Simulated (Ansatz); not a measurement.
The cell is InP built on the zincblende prototype; cell and atoms were relaxed with r2SCAN. It is cubic, F-43m (No. 216); a = 5.908 Å in the conventional setting, 25.77 Å³ an atom. In has 4 P at 2.56 Å; P has 4 In at 2.56 Å.

```
In P
1.0
     0.00000    2.95379    2.95379
     2.95379    0.00000    2.95379
     2.95379    2.95379    0.00000
In P
1 1
Direct
  0.00000 0.00000 0.00000
  0.25000 0.25000 0.25000
```

4 runs of Ansatz 0.2.0 on this cell differ in the functional (and in the settings that go with it). Levels are in eV from each run's valence top; v1 is the last filled band, c1 the first empty one.

Run A, mean stress -0.2 GPa (compression positive):

| point | v2 | v1 | c1 | c2 |
| --- | --- | --- | --- | --- |
| Γ | 0.00 | 0.00 | 1.36 | 4.91 |
| X | -2.46 | -2.46 | 2.40 | 2.99 |
| U | -3.48 | -2.05 | 3.06 | 5.23 |
| L | -1.03 | -1.03 | 2.19 | 5.64 |
| W | -3.13 | -3.04 | 5.03 | 5.29 |

Run B, mean stress 0.0 GPa (compression positive):

| point | v2 | v1 | c1 | c2 |
| --- | --- | --- | --- | --- |
| Γ | 0.00 | 0.00 | 1.03 | 4.43 |
| X | -2.33 | -2.33 | 2.04 | 2.54 |
| U | -3.30 | -1.94 | 2.65 | 4.69 |
| L | -0.97 | -0.97 | 1.80 | 5.14 |
| W | -2.96 | -2.89 | 4.57 | 4.69 |

Run C, mean stress +1.7 GPa (compression positive):

| point | v2 | v1 | c1 | c2 |
| --- | --- | --- | --- | --- |
| Γ | 0.00 | 0.00 | 0.59 | 4.09 |
| X | -2.24 | -2.24 | 1.81 | 2.27 |
| U | -3.19 | -1.87 | 2.37 | 4.34 |
| L | -0.94 | -0.94 | 1.45 | 4.80 |
| W | -2.85 | -2.80 | 4.28 | 4.29 |

Run D, mean stress -0.4 GPa (compression positive):

| point | v2 | v1 | c1 | c2 |
| --- | --- | --- | --- | --- |
| Γ | 0.00 | 0.00 | 1.96 | 5.59 |
| X | -2.51 | -2.51 | 3.05 | 3.65 |
| U | -3.56 | -2.09 | 3.71 | 5.93 |
| L | -1.05 | -1.05 | 2.83 | 6.33 |
| W | -3.20 | -3.12 | 5.72 | 6.01 |

Q: Match the runs to PBE, r2SCAN, HSE06, PBE0.

A: A is HSE06, B is r2SCAN, C is PBE, D is PBE0. In order of the gap: PBE 0.59, r2SCAN 1.03, HSE06 1.36, PBE0 1.96 eV.

Spin-unpolarised throughout; all numbers are computed.

Spin-orbit coupling is left out, which matters wherever the heavy atoms make up the band edges.

The stress of a hybrid is loosely converged in these runs.

The meshes of the hybrids are coarse, so their gaps aren't converged to the digits shown.
